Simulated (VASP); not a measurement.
# Si (P6_3/mmc) in VASP: notebook, part 2 of 2

VASP 6.6.1.

### Step 4. Single point, PBE

Contents of INCAR:

```
ADDGRID  = False        
ALGO     = Normal         # electronic algorithm
EDIFF    = 1E-6           # SCF threshold, eV
ENCUT    = 460            # plane-wave cutoff, eV
GGA      = PE             # functional
ISIF     = 2              # what is computed and relaxed
ISMEAR   = 0              # smearing method
LASPH    = True           # aspherical terms in the spheres
LCHARG   = False          # write CHGCAR
LREAL    = False          # projectors in reciprocal space
LWAVE    = False          # write WAVECAR
NBANDS   = 16             # bands
NELM     = 100            # most SCF steps
PREC     = Accurate       # precision mode
SIGMA    = 0.2            # smearing width, eV
```

Contents of KPOINTS:

```
k-points
0
Gamma
  4 4 2
```

Contents of POSCAR:

```
Si
1.0
    3.8313174605      0.0000000000      0.0000000000
   -1.9156587303      3.3180182508      0.0000000000
    0.0000000000      0.0000000000      6.3326220002
Si
4
Direct
    0.6655130000      0.3227030000      0.9380340000
    0.3547120000      0.6831860000      0.4293900000
    0.6599490000      0.3251260000      0.5656880000
    0.3139780000      0.6447660000      0.0617650000
```

Potentials or basis: VASP PAW PBE potentials, release 64 (Si).

Command:

```
$ cat potpaw_PBE.64/Si/POTCAR > POTCAR
$ mpirun -np 1 vasp_std > vasp.out
```

OUTCAR:

```text
EDIFF = 1E-6
   ENCUT = 460
   GGA = PE
   ISIF = 2
   ISMEAR = 0
   LASPH = True
   LREAL = False
   NELM = 100
   PREC = Accurate

 Found     20 irreducible k-points:

 Following reciprocal coordinates:
            Coordinates               Weight
  0.000000  0.000000  0.000000      1.000000
  0.250000  0.000000  0.000000      2.000000
  0.000000  0.250000  0.000000      2.000000
 -0.250000  0.250000  0.000000      2.000000
  0.500000  0.000000  0.000000      1.000000
  0.000000  0.500000  0.000000      1.000000
   k-points           NKPTS =     20   k-points in BZ     NKDIM =     20   number of bands    NBANDS=     16
   number of dos      NEDOS =    301   number of ions     NIONS =      4
   total plane-waves  NPLWV =  37632
   dimension x,y,z NGX =    28 NGY =   28 NGZ =   48
   dimension x,y,z NGXF=    56 NGYF=   56 NGZF=   96
   ions per type =               4
   NGX,Y,Z   is equivalent  to a cutoff of  12.15, 12.15, 12.60 a.u.
   NGXF,Y,Z  is equivalent  to a cutoff of  24.30, 24.30, 25.20 a.u.
 SYSTEM =  unknown system
   PREC   = accura    normal or accurate (medium, high low for compatibility)
   ISTART =      0    job   : 0-new  1-cont  2-samecut
   ICHARG =      2    charge: 1-file 2-atom 10-const
   ISPIN  =      1    spin polarized calculation?
   LNONCOLLINEAR =      F non collinear calculations
   LSORBIT =      F    spin-orbit coupling
   LASPH  =      T    aspherical Exc in radial PAW
   ENCUT  =  460.0 eV  33.81 Ry    5.81 a.u.   6.70  6.70 11.07*2*pi/ulx,y,z
   NELM   =    100;   NELMIN=  2; NELMDL= -5     # of ELM steps
   EDIFF  = 0.1E-05   stopping-criterion for ELM
   LREAL  =      F    real-space projection
   EDIFFG = 0.1E-04   stopping-criterion for IOM
   NSW    =      0    number of steps for IOM
   IBRION =     -1    ionic relax: 0-MD 1-quasi-New 2-CG
   NFREE  =      0    steps in history (QN), initial steepest desc. (CG)
   ISIF   =      2    stress and relaxation
   ISYM   =      2    0-nonsym 1-usesym 2-fastsym
   POTIM  = 0.5000    time-step for ionic-motion
   TEBEG  =    0.0;   TEEND  =   0.0 temperature during run
   PSTRESS=    0.0 pullay stress
   NELECT =      16.0000    total number of electrons
   NUPDOWN=      -1.0000    fix difference up-down
   EMIN   =  10.00;   EMAX   =-10.00  energy-range for DOS
   EFERMI =   0.00;   METHOD = LEGACY
   ISMEAR =     0;   SIGMA  =   0.20  broadening in eV -4-tet -1-fermi 0-gaus
   EFERMI_NEDOS =   21; number of points for ismear=-14 and -15
   IALGO  =     38    algorithm
   IMIX   =      4    mixing-type and parameters
     AMIX     =   0.40;   BMIX     =  1.00
     AMIX_MAG =   1.60;   BMIX_MAG =  1.00
  volume/ion in A,a.u.               =      20.13       135.81
  Fermi-wavevector in a.u.,A,eV,Ry     =   0.955384  1.805414 12.418837  0.912759
  Thomas-Fermi vector in A             =   2.084217
   LORBIT       =      0    0 simple, 1 ext, 2 COOP (PROOUT), +10 PAW based schemes
   GGA     = PE    functional components
   LHFCALC =     F    Hartree Fock is set to
   AEXX    =    0.0000 exact exchange contribution
   IVDW    =     0    specifies the selected vdW correction
   LEPSILON=     F    determine dielectric tensor
   LRPA    =     F    only Hartree local field effects (RPA)
 non-spin polarized calculation
 Gauss-broadening in eV      SIGMA  =   0.20
  energy-cutoff  :      460.00
  volume of cell :       80.50
 maximum number of plane-waves:      1834
 NGX is ok and might be reduce to    28
   NGX = 13   NGY = 13   NGZ = 23

 number of electron      16.0000000 magnetization

 Free energy of the ion-electron system (eV)
  ---------------------------------------------------
  ext. energy  EPLUGINS =         0.00000000
  ---------------------------------------------------
  free energy    TOTEN  =       -21.35992715 eV

  energy without entropy =      -21.34885068  energy(sigma->0) =      -21.35438891

 E-fermi :   6.3344     XC(G=0):  -9.3792

 val. band max:        6.3341844640   @ k =   0.0000   0.0000   0.0000
 cond. band min:       6.4483391120   @ k =   0.5000   0.5000   0.0000
 fundamental gap:      0.1141546480
 Fermi energy:         6.3343779103

 k-point     1 :       0.0000    0.0000    0.0000
  band No.  band energies     occupation
      1      -6.1621      2.00000
      2      -3.8239      2.00000
      3      -1.2787      2.00000
      4       4.4762      2.00000
      5       4.5356      2.00000
      6       5.4938      2.00000
[... 8 lines left out ...]
     15      10.3616      0.00000
     16      11.9067      0.00000
[... 78 lines left out ...]
  band No.  band energies     occupation
      1      -3.9596      2.00000
      2      -2.5013      2.00000
      3      -1.4703      2.00000
      4       0.0277      2.00000
      5       1.3490      2.00000
      6       2.9197      2.00000
[... 8 lines left out ...]
     15      12.3579      0.00000
     16      14.2018      0.00000

 [... further k-points ...]

------------------------ aborting loop because EDIFF is reached ----------------------------------------

  FORCE on cell =-STRESS in cart. coord.  units (eV):
  Direction    XX          YY          ZZ          XY          YZ          ZX
  --------------------------------------------------------------------------------------
  -------------------------------------------------------------------------------------
  Total        0.6784528      1.3196316      0.7891915      0.0384045      0.8781500      0.7297696
  in kB       13.5026722     26.2635128     15.7066112      0.7643324     17.4770783     14.5239880
  external PRESSURE =      18.4909320 kB  Pullay stress =       0.0000000 kB

 VOLUME and BASIS-vectors are now :
 -----------------------------------------------------------------------------
  energy-cutoff  :      460.00
  volume of cell :       80.50
      direct lattice vectors                 reciprocal lattice vectors
     3.831317461  0.000000000  0.000000000     0.261006823  0.150692360  0.000000000
    -1.915658730  3.318018251  0.000000000     0.000000000  0.301384720  0.000000000
     0.000000000  0.000000000  6.332622000     0.000000000  0.000000000  0.157912473

 POSITION                                       TOTAL-FORCE (eV/Angst)
 -----------------------------------------------------------------------------------
      1.93160      1.07073      5.94021        -0.699999     -0.537299     -0.033058
      0.05026      2.26682      2.71916        -0.548536     -0.971918      0.695384
      1.90564      1.07877      3.58229         0.532240      0.930561     -0.447052
     -0.03220      2.13935      0.39113         0.716295      0.578657     -0.215273
 -----------------------------------------------------------------------------------
    total drift:                                0.000019     -0.000053      0.000013

  FREE ENERGIE OF THE ION-ELECTRON SYSTEM (eV)
  ---------------------------------------------------
  free  energy   TOTEN  =       -21.3599271484 eV

  energy  without entropy=      -21.3488506796  energy(sigma->0) =      -21.35438891
```

OSZICAR:

```text
N       E                     dE             d eps       ncg     rms          rms(c)
DAV:   1     0.241400139616E+02    0.24140E+02   -0.55159E+03   640   0.739E+02
DAV:   2    -0.200214484031E+02   -0.44161E+02   -0.40117E+02   888   0.119E+02
DAV:   3    -0.217210888185E+02   -0.16996E+01   -0.16864E+01   824   0.215E+01
DAV:   4    -0.217409059522E+02   -0.19817E-01   -0.19810E-01   792   0.302E+00
DAV:   5    -0.217412446569E+02   -0.33870E-03   -0.33869E-03   832   0.367E-01    0.692E+00
DAV:   6    -0.214758116437E+02    0.26543E+00   -0.10789E-01   736   0.156E+00    0.422E+00
DAV:   7    -0.213570436256E+02    0.11877E+00   -0.22617E-01   768   0.235E+00    0.268E-01
DAV:   8    -0.213592514490E+02   -0.22078E-02   -0.16856E-02   776   0.664E-01    0.121E-01
DAV:   9    -0.213597124299E+02   -0.46098E-03   -0.68105E-04   784   0.154E-01    0.916E-02
DAV:  10    -0.213598903145E+02   -0.17788E-03   -0.16667E-04   752   0.654E-02    0.211E-02
DAV:  11    -0.213599247524E+02   -0.34438E-04   -0.39392E-05   784   0.339E-02    0.859E-03
DAV:  12    -0.213599266714E+02   -0.19190E-05   -0.21855E-06   768   0.844E-03    0.393E-03
DAV:  13    -0.213599271484E+02   -0.47705E-06   -0.12228E-06   696   0.567E-03
   1 F= -.21359927E+02 E0= -.21354389E+02  d E =-.110765E-01
```

stdout:

```text
POSCAR found type information on POSCAR Si
 POSCAR found :  1 types and       4 ions
 scaLAPACK will be used
 LDA part: xc-table for (Slater+PW92), standard interpolation
 POSCAR, INCAR and KPOINTS ok, starting setup
 FFT: planning ... GRIDC
 FFT: planning ... GRID_SOFT
 FFT: planning ... GRID
 WAVECAR not read
 entering main loop
```

It took 12 s on 1 thread of Intel Xeon Platinum 8488C (Sapphire Rapids), shared host; peak memory 0.17 GiB.

These settings aren't checked as converged: the numbers below hold their error.

Results:

- Free energy: -21.3599 eV
- Pressure: 1.8 GPa
- Largest force: 1.315 eV/Å
- Band gap on the k mesh: 0.11 eV, indirect (least direct gap 0.76 eV)

Caveat: the k mesh is coarse (spacing up to 0.50 Å⁻¹), so the values aren't converged.

### Step 5. Single point, PBE

Edit INCAR of step 4 so:

```diff
@@ -14,2 +14,2 @@
 PREC     = Accurate       # precision mode
-SIGMA    = 0.2            # smearing width, eV
+SIGMA    = 0.01           # smearing width, eV
```

KPOINTS is that of step 4.

Contents of POSCAR:

```
Si
1.0
    3.8313174605      0.0000000000      0.0000000000
   -1.9156587303      3.3180182508      0.0000000000
    0.0000000000      0.0000000000      6.3326220002
Si
4
Direct
    0.6666666667      0.3333333333      0.9369905000
    0.3333333333      0.6666666667      0.4369905000
    0.6666666667      0.3333333333      0.5630095000
    0.3333333333      0.6666666667      0.0630095000
```

Command:

```
$ cat potpaw_PBE.64/Si/POTCAR > POTCAR
$ mpirun -np 1 vasp_std > vasp.out
```

It took 6.1 s on 1 thread of Intel Xeon Platinum 8488C (Sapphire Rapids), shared host; peak memory 0.17 GiB.

The run converged, but some of its settings lie outside the range that counts as converged, so its numbers aren't taken as properties of the crystal.

What came out:

| Quantity | Value |
| --- | --- |
| Free energy | -21.4693 eV |
| Pressure | 1.8 GPa |
| Largest force | 0.076 eV/Å |
| Band gap on the k mesh | 0.41 eV, indirect (least direct gap 1.02 eV) |

Caveat: the k mesh is coarse (spacing up to 0.50 Å⁻¹), so the values aren't converged.

### Step 6. Single point, PBE

INCAR is that of step 5.

KPOINTS is that of step 5.

Contents of POSCAR:

```
Si
1.0
    3.8313174605      0.0000000000      0.0000000000
   -1.9156587303      3.3180182508      0.0000000000
    0.0000000000      0.0000000000      6.3326220002
Si
4
Direct
    0.6655130000      0.3227030000      0.9380340000
    0.3547120000      0.6831860000      0.4293900000
    0.6599490000      0.3251260000      0.5656880000
    0.3139780000      0.6447660000      0.0617650000
```

Potentials or basis: VASP PAW PBE potentials, release 64 (Si).

Command:

```
$ cat potpaw_PBE.64/Si/POTCAR > POTCAR
$ mpirun -np 1 vasp_std > vasp.out
```

Run time: 11 s. Hardware: 1 thread of Intel Xeon Platinum 8488C (Sapphire Rapids), shared host; peak memory 0.18 GiB.

These settings aren't checked as converged: the numbers below hold their error.

Results:

```
Free energy            : -21.3534 eV
Pressure               : 2.0 GPa
Largest force          : 1.423 eV/Å
Band gap on the k mesh : 0.09 eV, indirect (least direct gap 0.74 eV)
```

Caveat: the k mesh is coarse (spacing up to 0.50 Å⁻¹), so the values aren't converged.

### Step 7. For comparison

An earlier run on the cell as given: functional PBE; potentials or basis VASP PAW PBE potentials, release 64 (Si); cutoff 520 eV; k mesh 8 × 8 × 4; occupations fermi-dirac, width 0.05 eV; no spin polarisation.

* Pressure: 1.4 GPa
* Largest force: 0.008 eV/Å
* Band gap on the k mesh: 0.42 eV, indirect (least direct gap 1.03 eV)
